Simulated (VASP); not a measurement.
Wanted: the native input for a VASP 6.6.1 run.

```yaml
Task: work function
Functional: PBEsol
Potentials_or_basis: VASP PAW PBE potentials, release 64 (In_d, P)
Cutoff: 520 eV
k_mesh: 4 × 6 × 1
Occupations: gaussian, width 0.05 eV
Spin: no spin polarisation
Vacuum_Å: 10
Dipole_correction: yes
Further_INCAR_settings: ALGO = Normal; EDIFF = 1e-06
```

The structure of InP lies in POSCAR:

```
InP
1.0
    5.8610000000      0.0000000000      0.0000000000
    0.0000000000      4.1443528450      0.0000000000
    0.0000000000      0.0000000000     22.4330585338
In P
7 7
Direct
    0.5000000000      0.5000000000      0.2228853454
    0.0000000000      0.0000000000      0.3152568969
    0.5000000000      0.5000000000      0.4076284485
    0.0000000000      0.0000000000      0.5000000000
    0.5000000000      0.5000000000      0.5923715515
    0.0000000000      0.0000000000      0.6847431031
    0.5000000000      0.5000000000      0.7771146546
    0.7500000000      0.0000000000      0.2228853454
    0.2500000000      0.5000000000      0.3152568969
    0.7500000000      0.0000000000      0.4076284485
    0.2500000000      0.5000000000      0.5000000000
    0.7500000000      0.0000000000      0.5923715515
    0.2500000000      0.5000000000      0.6847431031
    0.7500000000      0.0000000000      0.7771146546
```

One way to write it, as run:

INCAR

```
ALGO = Normal ; DIPOL = 0.5 0.5 0.500
EDIFF = 1E-6 ; ENCUT = 520
GGA = PS ; IDIPOL = 3
ISIF = 2 ; ISMEAR = 0
KPAR = 8 ; LASPH = T
LCHARG = T ; LDIPOL = T
LREAL = F ; LVACPOTAV = T
LVHAR = T ; LWAVE = F
NELM = 80 ; PREC = Accurate
SIGMA = 0.05
```

KPOINTS

```
k-points
0
Gamma
  4 6 1
```

Potentials or basis: VASP PAW PBE potentials, release 64 (In_d, P).

The run is started by

```console
$ cat potpaw_PBE.64/In_d/POTCAR potpaw_PBE.64/P/POTCAR > POTCAR
$ mpirun -np 8 vasp_std > vasp.out
```

Results of the run:

```json
{
 "Largest force": "1.543 eV/Å",
 "Band gap on the k mesh": "0.40 eV, direct",
 "Ionisation potential of the upper face": "4.77 eV"
}
```

Caveat: the PAW data sets were made with another functional, which shifts forces and pressure a little; spin-orbit coupling is left out, which moves the levels of the heavy elements.

Wall time 5.1 min on 8 MPI ranks on AMD EPYC 7R43 64-Core Processor (Zen 3), with other jobs on the host, peak memory 0.7 GiB a rank.
